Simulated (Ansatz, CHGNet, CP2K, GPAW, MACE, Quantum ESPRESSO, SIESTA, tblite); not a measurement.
**Running wurtzite SiC, size series (72 atoms) with GPAW**

Aim: run wurtzite SiC, size series (72 atoms) in GPAW and see how near its forces come to a plane-wave reference, and at what cost.

Calculated with GPAW 26.7.0; the method is named at each step.

### Step 1. Starting point

The cell holds 72 atoms: 36 Si and 36 C. Its edges and angles: a = 9.228 Å, b = 9.228 Å, c = 10.096 Å, α = 90.0°, β = 90.0°, γ = 120.0°. It derives from SiC (wurtzite), repeated 3×3×2. Wurtzite SiC (a = 3.076 Å, c = 5.048 Å), 3 x 3 x 2 conventional cells; ideal positions. Then every atom was moved at random, 0.03 Å r.m.s. a Cartesian component.

The yardstick, on the same geometry:

```
method                                           : Kohn-Sham DFT, PBE, PAW, plane waves (Ansatz 0.2.0); cutoff 420 eV, Γ point, fermi-dirac smearing of 0.05 eV; PAW set soft_2
r.m.s. force component                           : 0.9796 eV/Å
longest force                                    : 4.452 eV/Å
pressure                                         : 5.148 GPa
gap (highest filled to lowest empty level) : 1.998 eV
SCF cycles                                       : 7
time                                             : 6.8 s on 4 threads of Arm Neoverse V1, shared host
CPU time                                         : 22 s
```

### Step 2. PBE, LCAO dzp, h 0.2 Å

Method: Kohn-Sham DFT, PBE, PAW, atomic orbitals (dzp).

run.py

```python
import numpy as np
from ase.io import read
from gpaw import GPAW, FermiDirac

atoms = read("structure.xyz")
atoms.calc = GPAW(
    mode="lcao",
    basis="dzp",
    h=0.2,
    xc="PBE",
    kpts={"size": (1, 1, 1), "gamma": True},
    occupations=FermiDirac(0.05),
    maxiter=200,
    symmetry={"point_group": False},
    txt="gpaw.txt",
)
energy = atoms.get_potential_energy(force_consistent=True)
forces = atoms.get_forces()
print(f"energy {energy:.6f} eV")
print("forces (eV/A)")
for i, (a, f) in enumerate(zip(atoms, forces)):
    print(f"{i:4d} {a.symbol:2s} {f[0]:10.5f} {f[1]:10.5f} {f[2]:10.5f}")
print(f"Fermi level {atoms.calc.get_fermi_level():.4f} eV")
for k in range(len(atoms.calc.get_ibz_k_points())):
    for s in range(atoms.calc.get_number_of_spins()):
        e = atoms.calc.get_eigenvalues(kpt=k, spin=s)
        n = np.searchsorted(e, atoms.calc.get_fermi_level())
        print(f"k {k} spin {s} levels about the Fermi level:", np.round(e[max(n - 6, 0):n], 4).tolist(), "|", np.round(e[n:n + 6], 4).tolist())
```

structure.xyz

```xyz
72
Lattice="9.22800 0.00000 0.00000 -4.61400 7.99168 0.00000 0.00000 0.00000 10.09600" Properties=species:S:1:pos:R:3 pbc="T T T"
Si 0.03165 0.07145 0.03200
C -0.03091 1.80085 0.60182
Si -0.00498 1.75673 2.52168
C -4.60099 7.99168 3.14612
Si 4.60809 7.96627 5.05638
C -0.02815 1.74794 5.66527
Si -0.00544 1.82338 7.60188
C 0.00729 0.02621 8.17241
Si 7.66353 2.65268 10.08479
C -1.55492 4.49724 0.63958
Si -1.49494 4.44066 2.51400
C 7.64088 2.71302 3.13683
Si -1.49664 2.64852 5.04225
C -1.52548 4.41428 5.67304
Si -1.58403 4.40014 7.55857
C -1.52437 2.65643 8.20936
Si 6.15586 5.31183 10.02755
C -3.07980 7.10293 0.65775
Si -3.05073 7.06009 2.54207
C -3.05207 5.35906 3.10694
Si 6.13556 5.35131 5.07465
C -3.02978 7.11283 5.70323
Si -3.09830 7.09405 7.56413
C 6.15378 5.32198 8.29195
Si 3.02789 0.03788 0.02060
C 3.10564 1.73619 0.65382
Si 3.12728 1.75657 2.49371
C -1.53660 7.97562 3.09604
Si 3.08741 0.01327 5.01408
C 3.12031 1.73827 5.66688
Si 3.12368 1.79205 7.60138
C 3.05950 0.03269 8.17715
Si 1.55081 2.62503 10.07359
C 1.52622 4.50219 0.62898
Si 1.53226 4.43147 2.51229
C 1.51371 2.65763 3.19165
Si 1.49549 2.66922 5.08233
C 1.54472 4.49188 5.70515
Si 1.56590 4.49980 7.56150
C 1.49973 2.66938 8.19119
Si 0.00581 5.34979 0.02474
C 0.00009 7.10796 0.59879
Si -0.03553 7.07120 2.54056
C -0.03068 5.29968 3.13844
Si -0.02418 5.36689 5.07274
C 0.02335 7.05298 5.66436
Si -0.00747 7.10173 7.51789
C -0.03793 5.28154 8.22975
Si 1.51413 7.95364 10.06814
C 6.18973 1.76496 0.64251
Si 6.14723 1.77591 2.53894
C 1.50518 7.97426 3.14288
Si 1.54426 7.96107 5.11029
C 6.18567 1.80029 5.69737
Si 6.17552 1.75985 7.57049
C 6.10123 0.00727 8.25186
[... 12 atom lines left out ...]
Si 3.06139 5.28698 5.08172
C 3.13286 7.11939 5.68142
Si 3.08367 7.12370 7.59906
C 3.08432 5.30032 8.24843
```

Run with:

```
$ OMP_NUM_THREADS=1 python run.py > output.txt
```

Log:

```text
energy -511.025566 eV
forces (eV/A)
   0 Si   -0.67178   -2.10432   -0.39352
   1 C     0.85782    0.33151    0.58421
   2 Si   -0.35646    0.65585    0.39698
   3 C    -0.15490   -0.32649   -0.08558
   4 Si    0.99221    0.53035   -0.48597
   5 C     0.87467    0.36457    0.58106
   6 Si   -0.01069   -1.18496   -0.87430
   7 C    -0.29866   -0.02372    0.90120
   8 Si    0.38806    1.37091    0.58067
   9 C     0.54016   -1.36513   -0.65776
  10 Si   -1.84642    0.27513   -0.17939
  11 C     1.13226   -1.41218    0.25292
  12 Si   -0.93665    0.40177   -0.37496
  13 C    -0.68050    0.54552    0.06086
  14 Si    0.92222    0.80720    0.76519
  15 C    -0.88534   -0.16357   -0.21102
  16 Si    0.10867    0.98224    3.61003
  17 C    -0.14958    0.30437   -0.93871
  18 Si   -0.93042    1.32061   -0.63102
  19 C    -0.44891   -1.80800    1.36125
  20 Si    0.88616   -0.30950   -1.22578
  21 C    -0.71016   -0.14281   -0.80778
  22 Si    0.82067    0.47978    0.95426
  23 C    -0.53362    0.02007   -4.63752
[...]
64 Si    0.70245   -0.03908    1.32298
  65 C     0.06375    0.69901   -3.51407
  66 Si   -0.33534    0.48392    3.39679
  67 C    -1.14942   -1.18439   -0.90678
  68 Si    0.45817    1.78161   -0.80192
  69 C    -1.50251   -1.12393    0.68417
  70 Si   -0.21124   -0.23767    0.13678
  71 C     0.18435    1.12165   -1.70075
Fermi level 9.6879 eV
k 0 spin 0 levels about the Fermi level: [7.9068, 7.9129, 8.015, 8.4535, 8.6067, 8.6717] | [10.7148, 10.737, 11.7797, 11.7936, 11.83, 11.8454]
```

gpaw.txt:

```text
Input parameters:
  mode=LCAO(),
  basis={'default': 'dzp'},
  h=0.2,
  kpts=MonkhorstPack(size=(1, 1, 1), gamma=True),
  maxiter=200,
  occupations=Occupations(name='fermi-dirac', width=0.05, fixmagmom=False),
  symmetry=Symmetry(point_group=False),
  xc=XC(name='PBE')
Unit cell  # Å
| periodic |         x |        y |         z |   lengths |     angles |
|----------|-----------|----------|-----------|-----------|------------|
|      yes |  9.228000 | 0.000000 |  0.000000 |  9.228000 |  90.000000 |
|      yes | -4.614000 | 7.991680 |  0.000000 |  9.227998 |  90.000000 |
|      yes |  0.000000 | 0.000000 | 10.096000 | 10.096000 | 120.000008 |
Number of symmetries: 1
Symmetry operations  # r_c * U_cc + t_c -> r_c
|   | kind |            matrix            |
|---|------|------------------------------|
| 0 |  E   |  1, 0, 0,  0, 1, 0,  0, 0, 1 |
BZ-sampling:
  Number of BZ points: 1
  Number of IBZ points: 1
  Monkhorst-Pack size: [1, 1, 1]
  Monkhorst-Pack shift: [0, 0, 0]
[... lines left out ...]
eigensolver:
density mixing:
  MSR1-Mixer
occupation numbers:
  Fermi-Dirac:
    width: 0.0500  # eV
FastPoissonSolver using
    Stencil: 8*3+1=25 point O(h^6) finite-difference Laplacian
xc functional:
  name: PBE with 2 nearest neighbor stencil
interpolation: tri-quintic # 5. degree polynomial
Initialization done in: 8.228 s
convergence criteria:
- Maximum [total energy] change in last 3 cyles: 0.0005 eV / valence electron
- Maximum integral of absolute [dens]ity change: 0.0001 electrons / valence electron
- Maximum integral of absolute [eigenst]ate change: 4e-08 eV^2 / valence electron
maximum number of iterations: 200
SCF iterations
|iter     |      energy | eigst |  dens |
|---------|-------------|-------|-------|
|iter:   1| -556.517498 |      c|       |
|iter:   2| -545.873813 |      c| -0.60 |
|iter:   3| -510.572112 |      c| -0.65 |
|iter:   4| -510.928651 |      c| -1.34 |
|iter:   5| -511.131586 |      c| -1.69 |
|iter:   6| -511.025813 |      c| -2.25 |
|iter:   7| -511.025714c|      c| -3.00 |
|iter:   8| -511.025632c|      c| -3.41 |
|iter:   9| -511.025568c|      c| -3.72 |
|iter:  10| -511.025566c|      c| -4.44c|
Converged in 10 steps
SCF loop duration: 136.815 s (13.681 s/step)
Energy contributions relative to reference atoms: (reference = -320903.005165)
Energy contributions:
  Kinetic:         585.265854
  Coulomb:        -468.245744
  Zero:              4.665976
  External:          0.000000
  Xc:             -632.711652
  Entropy:          -0.000000
  Spinorbit:         0.000000
  ----------------------------
  Free energy:    -511.025566
  Extrapolated:   -511.025566
dipole moment: (-19.011831, -6.930449, 34.220996)  # |e|*Ang
Fermi level: 9.688
Eigenvalues  # (at kpt = [0.000, 0.000, 0.000])
| band index |      eig [eV] | occ [0-2] |
|------------|---------------|-----------|
|          0 |        -7.177 |     2.000 |
|        ... |               |           |
|        136 |         7.745 |     2.000 |
|        137 |         7.808 |     2.000 |
[...]
|        151 |        11.894 |     0.000 |
|        ... |               |           |
|        176 |        14.498 |     0.000 |
Gap: 2.043 eV
Transition (v -> c):
  (s=0, k=0, n=143, [0.00, 0.00, 0.00]) -> (s=0, k=0, n=144, [0.00, 0.00, 0.00])
No difference between direct/indirect transitions
Force computation time: 35.106  # s
timing:  # [seconds]
  Total:  180.182  # ━━━━━━━━━━━━━━━━━━━━━━━━━━━━━━━━━━━━━━━━━━━━━━━━━━━━━━━━
  Init:     8.227  # ━━╸
  SCF:    136.815  # ━━━━━━━━━━━━━━━━━━━━━━━━━━━━━━━━━━━━━━━━━━╸
  Forces:  35.106  # ━━━━━━━━━━━
```

Wall time 3 min (1 thread of Arm Neoverse V1, shared host); peak memory 0.94 GiB.

Banners, paths, timers and routine set-up lines are dropped from the logs unmarked, and long logs keep their key lines alone; longer cuts are marked.

Compared with the plane-wave run:

| Quantity | Value |
| --- | --- |
| r.m.s. force component | 1.027 eV/Å |
| r.m.s. difference of force components | 55.2 meV/Å |
| longest difference of force vectors | 217 meV/Å |
| force difference over r.m.s. force | 5.635 % |
| slope of forces against the reference's | 1.048 |
| correlation of force components | 0.9996 |
| gap (highest filled to lowest empty level) | 2.043 eV |
| gap difference | 0.0451 eV |

Length of the force difference by element (eV/Å):

```
element  atoms   mean  most
      C     36  0.094  0.22
     Si     36  0.083  0.16
```

Levels nearest the highest filled one (eV from it): -0.76, -0.76, -0.66, -0.22, -0.07, 0.00, 2.04, 2.07, 3.11, 3.12, 3.16, 3.17.

A closer look about C24, which bears the longest force: 9 atoms, nearest first, numbered in the order of the input, with positions taken from that point.

```
atom      x      y      z  distance (Å)  bonds     Fx     Fy  Fz (eV/Å)
 C24   0.00   0.00   0.00          0.00      4  -0.53   0.02      -4.64
Si17   0.00  -0.01   1.74          1.74      4   0.11   0.98       3.61
Si15   1.49  -0.92  -0.73          1.90      4   0.92   0.81       0.77
Si23  -0.02   1.77  -0.73          1.92      4   0.82   0.48       0.95
Si63  -1.55  -0.87  -0.80          1.95      4   0.53  -0.28       3.12
 C58  -1.51  -0.85   2.39          2.95      4  -1.18  -1.52       0.45
 C10   1.52  -0.82   2.44          2.99      4   0.54  -1.37      -0.66
 C48   3.04  -0.04  -0.06          3.04      4   0.56   0.99      -1.15
 C18  -0.01   1.78   2.46          3.04      4  -0.15   0.30      -0.94
```

Atoms are counted from 1 here, from 0 in the log.

Forces lie 5.6 % from the reference's, at 8.2 times its CPU time (on 1 against 4 cores).

### Step 3. PBE, LCAO sz(dzp), h 0.2 Å

Method: Kohn-Sham DFT, PBE, PAW, atomic orbitals (sz(dzp)).

Edit run.py of step 2 so:

```diff
@@ -7,3 +7,3 @@
     mode="lcao",
-    basis="dzp",
+    basis="sz(dzp)",
     h=0.2,
```

structure.xyz is that of step 2.

Log:

```text
energy -452.928658 eV
forces (eV/A)
   0 Si   -1.15061   -2.67725   -0.83386
   1 C     0.91938    0.46497    0.89018
   2 Si   -0.48571    0.93318    0.07629
   3 C    -0.16386   -0.57137    0.00198
   4 Si    1.27073    0.63356   -0.65902
   5 C     0.88816    0.24159    0.91530
   6 Si   -0.01035   -1.43937   -1.42624
   7 C    -0.23011    0.13906    1.27758
   8 Si    0.67178    1.66654    0.51337
   9 C     0.58428   -1.55959   -0.61719
  10 Si   -2.32171    0.21936   -0.22428
  11 C     1.38949   -1.58382    0.44159
[...]
67 C    -1.37054   -1.28936   -0.95568
  68 Si    0.66737    2.20946   -1.18693
  69 C    -1.68880   -1.46159    0.92953
  70 Si   -0.31301   -0.33773    0.08135
  71 C     0.27307    1.31295   -1.77781
Fermi level 10.7265 eV
k 0 spin 0 levels about the Fermi level: [8.4049, 8.4287, 8.5501, 9.2052, 9.4202, 9.5261] | [13.8072, 13.9081, 13.9552, 13.9913, 14.0701, 14.1561]
```

gpaw.txt:

```text
Input parameters:
  mode=LCAO(),
  basis={'default': 'sz(dzp)'},
  h=0.2,
  kpts=MonkhorstPack(size=(1, 1, 1), gamma=True),
  maxiter=200,
  occupations=Occupations(name='fermi-dirac', width=0.05, fixmagmom=False),
  symmetry=Symmetry(point_group=False),
  xc=XC(name='PBE')
[... lines left out ...]
  Fermi-Dirac:
[... lines left out ...]
convergence criteria:
- Maximum [total energy] change in last 3 cyles: 0.0005 eV / valence electron
[... lines left out ...]
Converged in 9 steps
[... lines left out ...]
  Free energy:    -452.928658
[... lines left out ...]
Fermi level: 10.727
[... lines left out ...]
|          0 |        -7.231 |     2.000 |
|        ... |               |           |
|        136 |         8.143 |     2.000 |
|        137 |         8.274 |     2.000 |
[...]
|        151 |        14.222 |     0.000 |
|        ... |               |           |
|        176 |        16.595 |     0.000 |
Gap: 4.281 eV
Transition (v -> c):
  (s=0, k=0, n=143, [0.00, 0.00, 0.00]) -> (s=0, k=0, n=144, [0.00, 0.00, 0.00])
No difference between direct/indirect transitions
Force computation time: 6.871  # s
timing:  # [seconds]
  Total:  41.127  # ━━━━━━━━━━━━━━━━━━━━━━━━━━━━━━━━━━━━━━━━━━━━━━━━━━━━━━━━━
  Init:    5.997  # ━━━━━━━━╸
  SCF:    28.230  # ━━━━━━━━━━━━━━━━━━━━━━━━━━━━━━━━━━━━━━━
  Forces:  6.871  # ━━━━━━━━━╸
```

Elapsed: 43 s, on 1 thread; peak memory 0.7 GiB.

Numbers from this run, and their distance from the reference:

| Item | Value |
| --- | --- |
| r.m.s. force component | 1.225 eV/Å |
| r.m.s. difference of force components | 290.3 meV/Å |
| longest difference of force vectors | 986.5 meV/Å |
| force difference over r.m.s. force | 29.64 % |
| slope of forces against the reference's | 1.238 |
| correlation of force components | 0.99 |
| gap (highest filled to lowest empty level) | 4.281 eV |
| gap difference | 2.283 eV |

This is a coarse setting, run to see what it loses.

Against the first run (5.6 %), the force difference from the reference is 30 %, at 0.23 times the CPU time, with 288 basis functions against 936: the smaller basis costs accuracy.

### Step 4. PBE, LCAO szp(dzp), h 0.2 Å

Method: Kohn-Sham DFT, PBE, PAW, atomic orbitals (szp(dzp)).

Edit run.py of step 3 so:

```diff
@@ -7,3 +7,3 @@
     mode="lcao",
-    basis="sz(dzp)",
+    basis="szp(dzp)",
     h=0.2,
```

structure.xyz is that of step 3.

Log:

```text
energy -498.246334 eV
forces (eV/A)
   0 Si   -0.69435   -2.17575   -0.41386
   1 C     0.84694    0.36287    0.57217
   2 Si   -0.34546    0.65462    0.43717
   3 C    -0.14211   -0.34980   -0.10749
   4 Si    1.01085    0.50056   -0.50374
   5 C     0.83922    0.32871    0.60478
[...]
69 C    -1.48746   -1.17439    0.69809
  70 Si   -0.21625   -0.22620    0.14455
  71 C     0.21275    1.10634   -1.74482
Fermi level 9.7129 eV
k 0 spin 0 levels about the Fermi level: [7.7279, 7.7356, 7.8411, 8.2476, 8.4356, 8.5062] | [11.0121, 11.0449, 11.8025, 11.8168, 11.8612, 11.8768]
```

gpaw.txt:

```text
Input parameters:
  mode=LCAO(),
  basis={'default': 'szp(dzp)'},
  h=0.2,
  kpts=MonkhorstPack(size=(1, 1, 1), gamma=True),
  maxiter=200,
  occupations=Occupations(name='fermi-dirac', width=0.05, fixmagmom=False),
[... lines left out ...]
  Fermi-Dirac:
[... lines left out ...]
convergence criteria:
- Maximum [total energy] change in last 3 cyles: 0.0005 eV / valence electron
[... lines left out ...]
Converged in 9 steps
[... lines left out ...]
  Free energy:    -498.246334
[... lines left out ...]
Fermi level: 9.713
[... lines left out ...]
|        ... |               |           |
|        176 |        14.532 |     0.000 |
Gap: 2.506 eV
Transition (v -> c):
  (s=0, k=0, n=143, [0.00, 0.00, 0.00]) -> (s=0, k=0, n=144, [0.00, 0.00, 0.00])
No difference between direct/indirect transitions
Force computation time: 26.265  # s
timing:  # [seconds]
  Total:  127.596  # ━━━━━━━━━━━━━━━━━━━━━━━━━━━━━━━━━━━━━━━━━━━━━━━━━━━━━━━━
  Init:     7.209  # ━━━
  SCF:     94.092  # ━━━━━━━━━━━━━━━━━━━━━━━━━━━━━━━━━━━━━━━━━╸
  Forces:  26.265  # ━━━━━━━━━━━╸
```

Elapsed: 2.2 min, on 1 thread; peak memory 0.9 GiB.

Numbers from this run, and their distance from the reference:

- r.m.s. force component: 1.051 eV/Å
- r.m.s. difference of force components: 80.7 meV/Å
- longest difference of force vectors: 270.2 meV/Å
- force difference over r.m.s. force: 8.238 %
- slope of forces against the reference's: 1.072
- correlation of force components: 0.9993
- gap (highest filled to lowest empty level): 2.506 eV
- gap difference: 0.5079 eV

This is a coarse setting, run to see what it loses.

Against the first run (5.6 %), the force difference from the reference is 8.2 %, at 0.71 times the CPU time, with 648 basis functions against 936: the smaller basis costs accuracy.

(Continued in part 2 of 2.)

[Also dropped from logs without a mark: logging warnings of Python, and SIESTA's first energy breakdown and zero terms.]

[Logs are printed without paths, hosts, clocks, repeated set-up lines and the standing remarks that a program may print on its own settings, such as how far it seeks lower states.]

[Hosts, paths, dates, database ids (printed as entryN), source tags and the programs' standing remarks are cut or masked in the printed files.]
